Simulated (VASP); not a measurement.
# W: convergence, relaxation of the cell

W, Im-3m (no. 229), 1 atom in the cell. PBE with D4; PAW potentials W_sv (PBE set). VASP 6.6.1. The cell is changed on purpose: volume scaled by 1.06.

Wanted: cell volume within 0.2 %; lattice lengths within 0.1 %; shortest distances from each atom, periodic images included within 0.005 Å.

What the run is for: cell; Accuracy asked: standard.

The series start from Plane-wave cutoff (eV): 340; Smearing width (eV): 0.1; k-point mesh: 13 × 13 × 13; Relaxation passes: 2; Ionic threshold (EDIFFG): -0.005; Electronic threshold (eV): 1e-6; Precision mode (PREC): Accurate; Relaxation algorithm: IBRION=2 POTIM=0.5. Each series keeps the choices made before it, and each single choice may use up half of a tolerance. Times cover all steps of a run.

## Plane-wave cutoff (eV)

| Plane-wave cutoff (eV) | Cell volume (Å³) | Lattice lengths, largest deviation against the largest value | Shortest distances from each atom, periodic images included, largest deviation (Å) | Time (s) |
|---|---|---|---|---|
| 220 | 15.69 | 0.24 % | 0.0067 | 18 |
| 260 | 15.75 | 0.12 % | 0.0032 | 17 |
| 290 | 15.75 | 0.11 % | 0.0030 | 22 |
| 340 | 15.78 | 0.054 % | 0.0015 | 28 |
| 390 | 15.8 | 0.0099 % | 0.0003 | 31 |
| 470 | 15.8 | 0.0091 % | 0.0003 | 38 |
| 590 | 15.8 | 0.0011 % | 0.0000 | 43 |
| 650 (reference) | 15.8 | 0 % | 0.0000 | 42 |

Chosen: 390, the loosest value from which every tighter one stays within half of the tolerance.

## Smearing width (eV)

| Smearing width (eV) | Cell volume (Å³) | Lattice lengths, largest deviation against the largest value | Shortest distances from each atom, periodic images included, largest deviation (Å) | Time (s) |
|---|---|---|---|---|
| 0.4 | 15.8 | 0.011 % | 0.0003 | 39 |
| 0.3 | 15.8 | 0.0091 % | 0.0003 | 50 |
| 0.2 | 15.8 | 0.0055 % | 0.0001 | 42 |
| 0.15 | 15.8 | 0.0037 % | 0.0001 | 34 |
| 0.1 | 15.8 | 0.00037 % | 0.0000 | 31 |
| 0.05 (reference) | 15.8 | 0 % | 0.0000 | 39 |

Chosen: 0.4.

## k-point mesh

| k-point mesh | Cell volume (Å³) | Lattice lengths, largest deviation against the largest value | Shortest distances from each atom, periodic images included, largest deviation (Å) | Time (s) |
|---|---|---|---|---|
| 5 × 5 × 5 | 15.82 | 0.026 % | 0.0007 | 13 |
| 7 × 7 × 7 | 15.85 | 0.096 % | 0.0026 | 24 |
| 8 × 8 × 8 | 15.84 | 0.068 % | 0.0019 | 21 |
| 10 × 10 × 10 | 15.83 | 0.051 % | 0.0014 | 29 |
| 13 × 13 × 13 | 15.8 | 0.004 % | 0.0001 | 39 |
| 16 × 16 × 16 (reference) | 15.81 | 0 % | 0.0000 | 62 |

Chosen: 13 × 13 × 13.

## Relaxation passes

| Relaxation passes | Cell volume (Å³) | Lattice lengths, largest deviation against the largest value | Shortest distances from each atom, periodic images included, largest deviation (Å) | Time (s) |
|---|---|---|---|---|
| 1 | 15.8 | 0 % | 0.0000 | 35 |
| 2 | 15.8 | 0 % | 0.0000 | 39 |
| 3 (reference) | 15.8 | 0 % | 0.0000 | 55 |

Chosen: 1.

## Ionic threshold (EDIFFG)

| Ionic threshold (EDIFFG) | Cell volume (Å³) | Lattice lengths, largest deviation against the largest value | Shortest distances from each atom, periodic images included, largest deviation (Å) | Time (s) |
|---|---|---|---|---|
| -0.05 | 15.83 | 0.046 % | 0.0013 | 34 |
| -0.02 | 15.8 | 0 % | 0.0000 | 33 |
| -0.01 | 15.8 | 0 % | 0.0000 | 33 |
| -0.005 | 15.8 | 0 % | 0.0000 | 35 |
| -0.002 (reference) | 15.8 | 0 % | 0.0000 | 34 |

Chosen: -0.02.

## Electronic threshold (eV)

| Electronic threshold (eV) | Cell volume (Å³) | Lattice lengths, largest deviation against the largest value | Shortest distances from each atom, periodic images included, largest deviation (Å) | Time (s) |
|---|---|---|---|---|
| 0.0001 | 15.82 | 0.022 % | 0.0006 | 37 |
| 1e-5 | 15.8 | 0.0026 % | 0.0001 | 36 |
| 1e-6 | 15.8 | 0.0022 % | 0.0001 | 33 |
| 1e-7 (reference) | 15.81 | 0 % | 0.0000 | 46 |

Chosen: 0.0001.

## Precision mode (PREC)

| Precision mode (PREC) | Cell volume (Å³) | Lattice lengths, largest deviation against the largest value | Shortest distances from each atom, periodic images included, largest deviation (Å) | Time (s) |
|---|---|---|---|---|
| Normal | 15.82 | 0.00037 % | 0.0000 | 21 |
| Accurate (reference) | 15.82 | 0 % | 0.0000 | 37 |

Chosen: Normal.

## Relaxation algorithm

| Relaxation algorithm | Cell volume (Å³) | Lattice lengths, largest deviation against the largest value | Shortest distances from each atom, periodic images included, largest deviation (Å) | Time (s) |
|---|---|---|---|---|
| IBRION=2 POTIM=0.5 | 15.82 | 0 % | 0.0000 | 21 |
| IBRION=2 POTIM=0.2 | 15.82 | 0.012 % | 0.0003 | 12 |
| IBRION=1 POTIM=0.5 | 15.81 | 0.013 % | 0.0003 | 24 |
| IBRION=1 POTIM=0.2 | 15.8 | 0.027 % | 0.0007 | 19 |

Chosen: IBRION=2 POTIM=0.2, the fastest of those that stay within half of the tolerance.

## All choices together

| Input | Cell volume (Å³) | Lattice lengths, largest deviation against the largest value | Shortest distances from each atom, periodic images included, largest deviation (Å) | Time (s) |
|---|---|---|---|---|
| the program's defaults (naive) | 15.62 | 0.39 % | 0.0106 | 6.0 |
| chosen settings | 15.82 | 0.043 % | 0.0012 | 12 |
| reference settings throughout | 15.8 | 0 % | 0.0000 | 117 |

The tolerance is met.

Values of the reference run: Lattice lengths: 2.738, 2.738, 2.738 Å; Shortest distances from each atom, periodic images included: 2.738, 2.738, 2.738, 2.738 Å.

## The input

INCAR.step1:
```
SYSTEM = W
  ALGO = Normal
  EDIFF = 1E-4
  EDIFFG = -0.02
  ENCUT = 390
  GGA = PE
  GGA_COMPAT = .False.
  IBRION = 2
  ISIF = 3
  ISMEAR = 1
  IVDW = 13
  LASPH = .True.
  LCHARG = .False.
  LREAL = .False.
  LWAVE = .False.
  NELM = 120
  NELMIN = 4
  NSW = 80
  POTIM = 0.2
  PREC = Normal
  SIGMA = 0.4
```

INCAR.step2, as INCAR.step1 but for:
```
- EDIFFG = -0.02
- IBRION = 2
- ISIF = 3
- NELMIN = 4
- NSW = 80
- POTIM = 0.2
+ ISIF = 2
```

KPOINTS:
```
Automatic mesh
0
Gamma
  13 13 13
  0 0 0
```

POSCAR.step1:
```
W
1.0
   -1.6133792515      1.6133792515      1.6133792515
    1.6133792515     -1.6133792515      1.6133792515
    1.6133792515      1.6133792515     -1.6133792515
W
1
Direct
    0.0000000000      0.0000000000      0.0000000000
```

Commands (each step's output is kept before the next begins):
```
cat potpaw_PBE.64/W_sv/POTCAR > POTCAR
cp INCAR.step1 INCAR
cp POSCAR.step1 POSCAR
mpirun -np 1 vasp_std > vasp.out
cp CONTCAR POSCAR
cp INCAR.step2 INCAR
mpirun -np 1 vasp_std > vasp.out
```

The chosen input took VASP 6.6.1 12 s on 1 core (Intel Xeon Platinum 8488C (Sapphire Rapids)), a shared host.

## An input that fails: cell relaxed at a low cutoff

It runs to its end, but against the unchanged starting input it is off by 12 % in the cell volume, 4.2 % in the lattice lengths, 0.1154 Å in the shortest distances from each atom, periodic images included.

Changes against the starting input:
```
(all steps)
- PREC = Accurate
- NELM = 120
- ENCUT = 340
+ PREC = Low
+ NELM = 60
+ ENCUT = 160
```
